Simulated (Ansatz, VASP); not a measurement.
## Pd: VASP beside Ansatz

```
Pd
1.0
    -1.53691    1.53691    1.53691
     1.53691   -1.53691    1.53691
     1.53691    1.53691   -1.53691
Pd
1
Cartesian
  0.0000 0.0000 0.0000
```

Alike in both runs: task single point; functional BLYP; k mesh 15 × 15 × 15; occupations fermi-dirac, width 0.1 eV; no spin polarisation.

|  | VASP | Ansatz |
| --- | --- | --- |
| version | VASP 6.6.1 | Ansatz 0.2.0 |
| potentials or method | VASP PAW PBE potentials, release 64 (Pd) | plane waves (420 eV) with PAW, scalar-relativistic |
| plane-wave cutoff (eV) | 520 | 420 |
| valence electrons in the cell | 10 | 18 |

```tsv
	VASP	Ansatz	Ansatz less VASP
pressure (GPa)	24.0	23.6	-0.44
```

The two sets of potentials don't hold the same shells in valence.

Caveats: so large a pressure means that the cell lies far from this level's equilibrium, or that cutoff or potentials fall short (VASP); the potentials were made for another functional, which shifts forces and pressure (VASP).
